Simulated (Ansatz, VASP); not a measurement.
# Cross-check of GaSi63H (Ga-H pair in Si) between VASP and Ansatz, part 2 of 2

Wanted: the spread between two codes on one cell, functional and k mesh. The cell is taken from a series of runs on this material, whose earlier steps may have relaxed, scaled, displaced or heated it; both programs get it as it stands.

VASP 6.6.1 and Ansatz 0.2.0.

So far. Step 2 (VASP: single point, HSE06): The run ends at a pressure of -0.13 GPa, with forces up to 9.2 eV/Å.

## Step 3: Ansatz: single point, HSE06

Level of this step: Ansatz beside VASP: Kohn-Sham DFT, plane waves, HSE06 (Ansatz).

Ansatz runs on its default PAW (the set named soft_2) files.

The same cell, functional, mesh and smearing now go to Ansatz.

Contents of input.yaml:

```yaml
crystal:
  lattice:
    - [10.93956649, 0.0, 0.0]
    - [0.0, 10.93956649, 0.0]
    - [0.0, 0.0, 10.93956649]
  atoms:
    - { symbol: Si, position: [-0.002704964, -0.002766576, 0.248934226] }
    - { symbol: Si, position: [-0.002941107, 0.249128327, -0.003283956] }
    - { symbol: Si, position: [0.249770002, -0.000953554, -0.001249628] }
    - { symbol: Si, position: [0.230361542, 0.232132971, 0.231651896] }
    - { symbol: Si, position: [0.119558384, 0.119626695, 0.375806687] }
    - { symbol: Si, position: [0.119273892, 0.375972222, 0.119016169] }
    - { symbol: Si, position: [0.377020645, 0.121901965, 0.121583171] }
    - { symbol: Ga, position: [0.402414464, 0.401269618, 0.401129218] }
    - { symbol: Si, position: [0.000118367, -7.4348e-05, 0.749385489] }
    - { symbol: Si, position: [-0.000188535, 0.250818309, 0.499887305] }
    - { symbol: Si, position: [0.250598547, -0.000428133, 0.499809824] }
    - { symbol: Si, position: [0.250255992, 0.250226945, 0.749489637] }
    - { symbol: Si, position: [0.125090613, 0.124934609, 0.8740226] }
    - { symbol: Si, position: [0.12461799, 0.375833676, 0.625734909] }
    - { symbol: Si, position: [0.375469248, 0.123926503, 0.626037046] }
    - { symbol: Si, position: [0.37520142, 0.375251787, 0.874248678] }
    - { symbol: Si, position: [-0.000191056, 0.500108272, 0.250444234] }
    - { symbol: Si, position: [0.000137954, 0.749727141, -0.000327819] }
    - { symbol: Si, position: [0.250555228, 0.500056081, -0.000718482] }
    - { symbol: Si, position: [0.250267345, 0.749762941, 0.249960104] }
    - { symbol: Si, position: [0.124637055, 0.625936169, 0.375493234] }
    - { symbol: Si, position: [0.125132635, 0.874365823, 0.124700211] }
    - { symbol: Si, position: [0.375466934, 0.62619943, 0.123748799] }
    - { symbol: Si, position: [0.37521069, 0.874548826, 0.374961033] }
    - { symbol: Si, position: [-0.000314915, 0.499903531, 0.749975439] }
    - { symbol: Si, position: [-0.000305008, 0.750190114, 0.499569461] }
    - { symbol: Si, position: [0.24639275, 0.507457656, 0.507202251] }
    - { symbol: Si, position: [0.25013639, 0.752744142, 0.752407773] }
    - { symbol: Si, position: [0.125127743, 0.625137554, 0.874667056] }
    - { symbol: Si, position: [0.125092174, 0.874938432, 0.624778677] }
    - { symbol: Si, position: [0.374492053, 0.629163472, 0.62886359] }
    - { symbol: Si, position: [0.375623512, 0.875903629, 0.875667795] }
    - { symbol: Si, position: [0.500534248, -0.000315444, 0.250904433] }
    - { symbol: Si, position: [0.500552893, 0.25123483, -0.000593574] }
    - { symbol: Si, position: [0.749418806, -0.000145085, -0.000426063] }
    - { symbol: Si, position: [0.749888532, 0.25017273, 0.249892754] }
    - { symbol: Si, position: [0.626895192, 0.123799479, 0.375576145] }
    - { symbol: Si, position: [0.626876113, 0.375912092, 0.123581231] }
    - { symbol: Si, position: [0.874024596, 0.124753135, 0.124495355] }
    - { symbol: Si, position: [0.874659585, 0.37513917, 0.374834356] }
    - { symbol: Si, position: [0.499870386, -0.000474731, 0.75037919] }
    - { symbol: Si, position: [0.506933347, 0.244563653, 0.506451183] }
    - { symbol: Si, position: [0.751137642, -0.000538495, 0.499966757] }
    - { symbol: Si, position: [0.751604991, 0.250410569, 0.751494419] }
    - { symbol: Si, position: [0.625012027, 0.125208712, 0.874689895] }
    - { symbol: Si, position: [0.627926288, 0.374208398, 0.627648705] }
    - { symbol: Si, position: [0.875232034, 0.125427519, 0.625116134] }
    - { symbol: Si, position: [0.874894428, 0.375833012, 0.874289568] }
    - { symbol: Si, position: [0.507021567, 0.506771546, 0.24449994] }
    - { symbol: Si, position: [0.499825606, 0.750550317, -0.000725185] }
    - { symbol: Si, position: [0.751101402, 0.500274006, -0.000818152] }
    - { symbol: Si, position: [0.751714137, 0.751939255, 0.250073051] }
    - { symbol: Si, position: [0.628063515, 0.628097033, 0.373926482] }
    - { symbol: Si, position: [0.624967806, 0.874973429, 0.124869191] }
    - { symbol: Si, position: [0.87523925, 0.62542488, 0.1251283] }
    - { symbol: Si, position: [0.875052451, 0.874685685, 0.375529613] }
    - { symbol: Si, position: [0.500402099, 0.500423132, 0.74981085] }
    - { symbol: Si, position: [0.500431232, 0.75014052, 0.500148843] }
    - { symbol: Si, position: [0.749937586, 0.500196361, 0.499884088] }
    - { symbol: Si, position: [0.750140195, 0.750084052, 0.749796343] }
    - { symbol: Si, position: [0.625250388, 0.625164817, 0.874943727] }
    - { symbol: Si, position: [0.62527437, 0.875258599, 0.624903217] }
    - { symbol: Si, position: [0.875081502, 0.625016683, 0.624745821] }
    - { symbol: Si, position: [0.875129012, 0.875080392, 0.874787356] }
    - { symbol: H, position: [0.319093943, 0.342970549, 0.34010825] }
basis:
  ecutwfc: 420
  xc_grid: 2
hamiltonian:
  xc: hse06
kpoints:
  mp_grid: { grid: [1, 1, 1] }
scf:
  occupations: { method: fermi_dirac, width: 0.01 }
  max_iter: 120
output:
  forces: true
checkpoint:
  read: "../relax.run"
```

The run is started by

```sh
> ansatz run input.yaml --threads 4 --pin off --max-ram 7536MiB --backend cpu --events-out ev --progress --plain --runs-dir out
```

Numbers of over 12 decimals in the logs are rounded to 6 here.

Log:

```text
Warning: checkpoint.read: the run can stay near the saved state's solution: 2 site(s) moved relative to the saved geometry (max |Δs| = 2.474e-2 fractional); the SCF starts from the saved state under `checkpoint.density_extrapolation: transplant`, in force with no word given; its orbitals are not used off its sites. A run without `checkpoint.read` takes nothing of the state. A lower free energy from it at the same positions (and U, V and field ramp, if any) shows a solution that this start missed, and an equal or higher one rules none out (checkpoint.read, Limitations, in the input reference)
exact exchange: scf.exx.singularity resolves to wigner_seitz, which cuts the screened interaction at the faces of the exchange supercell's Wigner-Seitz cell, so that each pair interacts once, at the shortest of its separations (the periodic images that this leaves out come, for a point-like exchange hole, to about 0.003 eV on a filled level). The cut falls within the interaction's reach, and what an exchange supercel [...]
Engine: ansatz 0.2.0, aarch64-unknown-linux-gnu
Pseudopotentials: kind: paw
Pseudopotential: Si, paw, valence charge 4, recommended cutoff 420 eV (normal), Si.paw.azcp
Pseudopotential: Ga, paw, valence charge 13, recommended cutoff 420 eV (normal), Ga.paw.azcp
Pseudopotential: H, paw, valence charge 1, recommended cutoff 420 eV (normal), H.paw.azcp
Functional definition: HSE06
  parameter a = 0.25
  parameter omega = 0.11/bohr
  exchange = pbe_x - a*pbe_x_sr(omega) + a*exact_x_sr(omega)
  correlation = pbe_c
Crystal: 65 atoms, lattice volume = 1309.183 Å³
Basis set: ecut = 420 eV, 25677 PW (Γ), exchange–correlation on 150×150×150 points (8 copies of the dense FFT grid, shifted against one another)
Bands: 198, of which v1, the nominal top of the filled ones, is band 133 counted from 1 (132 counted from 0)
Symmetry: 1 space group operations
Space group: P1 (ITA 1), of the structure as read, at distance tolerance 1.1e-4 Å
k-points: 1
Non-local potential: Si, projectors of the file, l = 0: 2, l = 1: 2, l = 2: 2
Non-local potential: Ga, projectors of the file, l = 0: 2, l = 1: 2, l = 2: 3, l = 3: 1
Non-local potential: H, projectors of the file, l = 0: 2, l = 1: 1
PAW form: soft (Blöchl's): semilocal exchange-correlation on the pseudo side does not see the compensation charge
PAW frozen core: Si, regenerated for the run's functional, and the local potential with it (the file was generated under x = pbe(κ = 0.804, μ = 0.219515), c = pbe(β = 0.066725))
PAW frozen core: Ga, regenerated for the run's functional, and the local potential with it (the file was generated under x = pbe(κ = 0.804, μ = 0.219515), c = pbe(β = 0.066725))
PAW one-centre angular grid: Si, 110 points (default); XC on 64 Gauss nodes
PAW one-centre angular grid: Ga, 590 points (default); XC on 64 Gauss nodes
PAW one-centre angular grid: H, 110 points (default); XC on 64 Gauss nodes
Initial density: read from a saved state, or passed on in memory by an earlier SCF of this step, an earlier step, the calling program or the single point that the run made first, carried with its atoms to this geometry
Initial wavefunctions: pseudopotential atomic-orbital guess
Functional: x = pbe(κ = 0.804, μ = 0.219515), c = pbe(β = 0.066725), warm-up for x = pbe(κ = 0.804, μ = 0.219515) + 0.25 (exact − pbe) at short range (hse, ω = 0.207870 Å⁻¹), c = pbe(β = 0.066725); HSE06 as pw.x's `hse` composes it (authors' and Libxc's form: `xc: wpbeh`)
iter 1 solved again at ethr=5.96e-4 eV; its pass at ethr=1.00e-1 eV (dr2=1.59e0 eV) is discarded
SCF iter   1: F=—  HF=-43845.833188 eV  |F-HF|=—  |Δ(HF+E_count)|=         —  Δρ=1.18e-2  dr2=1.56e0  ethr=5.96e-4  ⟨swp⟩=13.0  Hψ=1628  notcnv=0  reapply=1
preconditioner: auto → none  [insulator: Δε(μ)=0.467 eV  Ē_g=8.205 eV  σ=0.010 eV  W_gap=1.00  n_scr=202 (ndim 8)  ℏωp=16.7 eV  f_vac=0.000  D(μ)=0.00/eV (n_scr^D=0)]
[...]
SCF iter   4: F=—  HF=-43876.880156 eV  |F-HF|=—  |Δ(HF+E_count)|=   6.39e-3  Δρ=4.32e-4  dr2=1.31e-2  ethr=5.96e-8  ⟨swp⟩=5.0  Hψ=752  notcnv=0
SCF iter   5: F=—  HF=-43876.989305 eV  |F-HF|=—  |Δ(HF+E_count)|=   1.09e-1  Δρ=6.57e-4  dr2=3.80e-3  ethr=5.96e-8  ⟨swp⟩=5.0  Hψ=869  notcnv=0
SCF iter   6: F=—  HF=-43876.988101 eV  |F-HF|=—  |Δ(HF+E_count)|=   1.20e-3  Δρ=2.46e-4  dr2=6.71e-4  ethr=5.96e-8  ⟨swp⟩=4.0  Hψ=484  notcnv=0
SCF iter   7: F=—  HF=-43876.987973 eV  |F-HF|=—  |Δ(HF+E_count)|=   1.28e-4  Δρ=6.10e-5  dr2=6.69e-4  ethr=5.96e-8  ⟨swp⟩=4.0  Hψ=437  notcnv=0
SCF iter   8: F=—  HF=-43876.991251 eV  |F-HF|=—  |Δ(HF+E_count)|=   3.28e-3  Δρ=1.15e-4  dr2=2.23e-4  ethr=5.96e-8  ⟨swp⟩=4.0  Hψ=623  notcnv=0
SCF iter   9: F=-43876.991182 eV  HF=-43876.991186 eV  |F-HF|=3.08e-6  |Δ(HF+E_count)|=   6.53e-5  Δρ=1.93e-5  dr2=2.17e-5  ethr=5.96e-8  ⟨swp⟩=4.0  Hψ=383  notcnv=0
SCF 2 stopped early in 9 iterations: F = -43876.991182 eV  dr2 = 2.17e-5
  Residual-converged pass: ⟨swp⟩=5.0  Hψ=592  notcnv=0  max |occ|·‖R‖ = 5.7e-6 eV (tolerance 6.7e-6 eV)  dr2=2.26e-5  dr2_onsite=1.98e-7  max |Δocc| = 0.0e0
hybrid outer 1: dexx = +1.302e-1 eV, tail = 7.81e-5 eV
Exchange kernel: α = 0.2500, screened, ω = 0.2079 Å⁻¹, Wigner–Seitz truncation, v(0) = 945.9129 eV·Å³, q-mesh 1×1×1, nearest image of the exchange supercell L = 10.94 Å, pair-density grid 48×48×48, without the augmentation charges, whose exchange is taken in its separable form (sized by the pseudopotential files, 75×75×75 at the most)
Frozen-core exchange: fock
SCF iter   1: F=—  HF=-43876.989682 eV  |F-HF|=—  |Δ(HF+E_count)|=         —  Δρ=2.03e-5  dr2=1.31e-5  ethr=1.47e-7  ⟨swp⟩=7.0  Hψ=565  notcnv=0
preconditioner: auto → none  [insulator: Δε(μ)=1.012 eV  Ē_g=9.117 eV  σ=0.010 eV  W_gap=1.00  n_scr=202 (ndim 8)  ℏωp=16.4 eV  f_vac=0.000  D(μ)=0.00/eV (n_scr^D=0)]
SCF iter   2: F=—  HF=-43876.989679 eV  |F-HF|=—  |Δ(HF+E_count)|=   2.68e-6  Δρ=5.61e-6  dr2=1.13e-6  ethr=4.56e-9  ⟨swp⟩=3.0  Hψ=380  notcnv=0
SCF iter   3: F=—  HF=-43876.989682 eV  |F-HF|=—  |Δ(HF+E_count)|=   2.46e-6  Δρ=5.41e-6  dr2=1.22e-6  ethr=3.09e-10  ⟨swp⟩=5.0  Hψ=542  notcnv=0
SCF iter   4: F=—  HF=-43876.989681 eV  |F-HF|=—  |Δ(HF+E_count)|=   2.04e-7  Δρ=1.43e-6  dr2=2.80e-7  ethr=3.09e-10  ⟨swp⟩=4.0  Hψ=379  notcnv=0
SCF iter   5: F=—  HF=-43876.989681 eV  |F-HF|=—  |Δ(HF+E_count)|=   4.60e-8  Δρ=6.74e-7  dr2=2.09e-8  ethr=9.46e-11  ⟨swp⟩=3.0  Hψ=389  notcnv=0
SCF iter   6: F=-43876.989681 eV  HF=-43876.989681 eV  |F-HF|=2.77e-8  |Δ(HF+E_count)|=   1.10e-7  Δρ=8.67e-7  dr2=3.38e-8  ethr=2.77e-12  ⟨swp⟩=6.0  Hψ=667  notcnv=0
SCF 3 converged in 6 iterations: F = -43876.989681 eV  dr2 = 3.38e-8
  Residual-converged pass: ⟨swp⟩=2.0  Hψ=258  notcnv=0  max |occ|·‖R‖ = 2.2e-6 eV (tolerance 2.5e-6 eV)  dr2=3.38e-8  dr2_onsite=6.54e-10  max |Δocc| = 0.0e0
hybrid outer 2: dexx = +2.933e-6 eV, tail = 7.70e-8 eV, Δε = 2.51e-3 eV (about 1.19e-4 eV left of the loop's levels), ΔF = 5.43e-3 eV/Å (tail 4.79e-4)
hybrid SCF converged: 2 outer / 15 inner (+6 warm-up), last move |dexx| = 2.93e-6 eV, tail = 7.70e-8 eV
Stability not checked: this state was not tested for a lower state beside it, because the functional holds exact exchange (a hybrid, or Hartree-Fock), whose exchange loop this test does not read (fock_operator; see scf.lower_state_search)
Free energy (F): -43876.989681 eV
Frozen-core exchange: fock
Harris-Foulkes:  -43876.989681 eV  (|F-HF|=2.77e-8)
Internal energy: -43876.989681 eV  (E = F + TS)
E sigma→0 (E₀):  -43876.989681 eV
Fermi energy:    6.281206 eV
--- Per-component energies (eV) ---
  E_band       = -49.882109
  E_kinetic    = 2685.928072
  E_local      = -4646.920387  (includes V_loc(G=0)·N_el)
  E_nonlocal   = 2012.389677
  E_hartree    = 1863.382538
  E_xc         = -2895.514013
  E_vxc        = -2459.492115  (∫ρ·V_xc dr)
  E_exx        = -402.085259  (= α·E_x^exact, valence–valence)
  E_paw        = -34573.531358  (= ΣΔE_a)
  E_vpaw       = -564.377292  (= ΣTr[D̂ρ^β])
  E_aug_tail   = -0.001107  (compensation charges beyond the density's cutoff)
  E_ewald      = -7917.025759
  E_core_change = -3.612083  (= ΣΔE_core)
  E_smearing   = -0.000000  (= −TS)
  E_closure    = -0.000000  (closes the sum)
  Σ components = -43876.989681   (vs F -43876.989681, Δ=0.00e0)
--- Forces (eV/Å), atoms counted from 1 ---
  atom   1  Si     0.01757327     0.02006300    -0.16814880
  atom   2  Si     0.01836475    -0.17155003     0.02162995
  atom   3  Si    -0.13365041     0.01048649     0.01107771
  atom   4  Si     0.90601427     1.04397732     1.02614564
  atom   5  Si     0.14047538     0.13967815     0.17254740
  atom   6  Si     0.14824480     0.17711540     0.14760202
  atom   7  Si     0.12481703     0.08428809     0.08443125
  atom   8  Ga     4.51338476     3.00487166     3.16270893
  atom   9  Si    -0.00618640    -0.00785468    -0.02006722
  atom  10  Si    -0.01453945     0.01823134     0.01011884
  atom  11  Si     0.01564779    -0.01396155     0.01572412
  atom  12  Si    -0.00285480    -0.00211436    -0.00468759
  atom  13  Si     0.02167004     0.01539240    -0.00889631
  atom  14  Si     0.03992157    -0.00608835    -0.02088007
  atom  15  Si     0.00608625     0.02969164    -0.01958111
  atom  16  Si    -0.00332900    -0.00300803     0.00006130
  atom  17  Si    -0.01520939     0.01109885     0.01659264
  atom  18  Si    -0.00576250    -0.02010116    -0.00788805
  atom  19  Si     0.01506074     0.01601703    -0.01434272
  atom  20  Si    -0.00254478    -0.00498148    -0.00344148
  atom  21  Si     0.04054940    -0.02085084    -0.00665106
  atom  22  Si     0.02014908    -0.00875626     0.01491251
  atom  23  Si     0.00448921    -0.01985106     0.03108888
  atom  24  Si    -0.00311795    -0.00092734    -0.00206503
[...]
atom  58  Si     0.00766468    -0.02791969     0.00489239
  atom  59  Si    -0.02827612     0.00863865     0.00866392
  atom  60  Si    -0.00264278    -0.00267219    -0.00211723
  atom  61  Si    -0.00196817    -0.00332728    -0.01184384
  atom  62  Si    -0.00290578    -0.01146442    -0.00387402
  atom  63  Si    -0.01571830    -0.00425341    -0.00418927
  atom  64  Si    -0.00075735     0.00124810     0.00211739
  atom  65  H     -6.23243830    -4.85008923    -4.99663595
  max |Σ_I F_I| component: 5.90e-5 eV/Å
--- Band table (eV) ---
  k-point 0: bands = [... 129 lower, 4.8621, 5.6950, 5.7707, 5.7723, 6.7840]
  guard bands above this table: 64 of the run's 198 bands. The solve was not asked for them (output.publish_guard_bands: true or output.eigenvalues: true publishes all)
```

## Step 4: Side by side

Known differences besides the potentials themselves: exact exchange at q = 0 is treated differently, which shows on coarse meshes; VASP keeps PBE cores, Ansatz makes them for the functional; the cutoff is 420 eV in Ansatz and 400 eV in VASP (PREC = Accurate, projectors in real space); VASP takes a coarser grid for exact exchange (PRECFOCK = Fast). Total energies have different zeros and are not compared.

The two programs side by side:

```csv
quantity,Ansatz,VASP,difference
gap on the k mesh (eV),1.012,1.029,-0.017
```

Forces on 7 of the 65 atoms, those with the largest forces and the largest differences (eV/Å; atoms numbered as in POSCAR):

```csv
atom,"Ansatz x, y, z","VASP x, y, z"
Si4,"0.906, 1.044, 1.026","0.896, 1.035, 1.016"
Si6,"0.148, 0.177, 0.148","0.150, 0.173, 0.150"
Si26,"0.161, 0.211, 0.215","0.158, 0.218, 0.221"
Si41,"0.146, 0.168, 0.134","0.149, 0.170, 0.137"
Si48,"0.155, 0.140, 0.168","0.159, 0.143, 0.169"
Ga64,"4.513, 3.005, 3.163","4.404, 2.926, 3.080"
H65,"-6.232, -4.850, -4.997","-6.120, -4.807, -4.959"
```

The forces differ by 15 meV/Å r.m.s., which is 1.8 % of the r.m.s. force of 0.804 eV/Å (both taken over all components). A gap on the mesh is an upper bound, since the band edges may lie between its points.

## Step 5: What came out

| Property | Result |
| --- | --- |
| r.m.s. force difference (single point, HSE06) | 1.8 % of the r.m.s. force |

**Reading.** The r.m.s. force difference is 1.8 % of the r.m.s. force (single point, HSE06), within the 3 % picked in this series as the mark of a large difference. Such differences can come from data sets, numerical settings and the points named under the comparisons, not from the functional's error against experiment.

[Lines on the potential files, build, host, timing and source positions are cut from VASP's logs without a mark.]

[Logs are printed without paths, hosts, clocks, repeated set-up lines and the standing remarks that a program may print on its own settings, such as how far it seeks lower states.]

[Hosts, paths, dates, database ids (printed as entryN), source tags and the programs' standing remarks are cut or masked in the printed files.]
